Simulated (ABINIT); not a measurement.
Write the native input for ABINIT 10.8.3 (patched build) that does the following.

```yaml
Task: equation of state
Functional: LDA
Potentials_or_basis: JTH PAW LDA v2.0
Cutoff: 544 eV
k_mesh: 8 × 8 × 8
Occupations: fermi-dirac, width 0.05 eV
Spin: no spin polarisation
Fine-grid_cutoff: 1088.46 eV
```

The system is MgS.

```
S Mg
1.0
     0.00000    2.83312    2.83312
     2.83312    0.00000    2.83312
     2.83312    2.83312    0.00000
S Mg
1 1
Direct
  0.25000 0.25000 0.25000
  0.00000 0.00000 0.00000
```

The cell comes from a database or a generator and needn't be the stable form of this composition.

These files were run (other wordings do the same):

run.abi

```
# Datasets: one volume each
ndtset 7
getwfk -1
scalecart1 3*0.9795861087
scalecart2 3*0.9864848297
scalecart3 3*0.9932883884
scalecart4 3*1.0000000000
scalecart5 3*1.0066227096
scalecart6 3*1.0131594038
scalecart7 3*1.0196128224

# Pseudopotentials
pp_dirpath "./"
pseudos "S.LDA_PW-JTH.xml, Mg.LDA_PW-JTH.xml"

# Structure
acell 3*1.0
rprim
     0.0000000000     5.3538209666     5.3538209666
     5.3538209666     0.0000000000     5.3538209666
     5.3538209666     5.3538209666     0.0000000000
ntypat 2
znucl 16 12
natom 2
typat 1 2
xred
     0.2500000000     0.2500000000     0.2500000000
     0.0000000000     0.0000000000     0.0000000000

# Plane-wave basis
ecut 20.0
pawecutdg 40.0

# k points
kptopt 1
ngkpt 8 8 8
nshiftk 1
shiftk 0.0 0.0 0.0

# Exchange and correlation
ixc 7

# Bands and occupations
nband 12
occopt 3
tsmear 0.05 eV

# SCF cycle
nstep 100
tolvrs 1.0e-9

# Output
iomode 3
prtwf 1
prtden 0
prteig 0
prtebands 0
enunit 1
```

Potentials or basis: JTH PAW LDA v2.0.

Run with:

```console
$ abinit run.abi > log 2>&1
```

It gave:

```
Equilibrium volume                      : 21.93 Å³/atom
Bulk modulus                            : 60 GPa
Pressure derivative of the bulk modulus : 3.7
```

Caveat: pressures at fixed basis lie under the slope of the energies.

It took 58 s on 1 thread of Arm Neoverse V2, with other jobs on the host, peak memory 0.11 GiB.
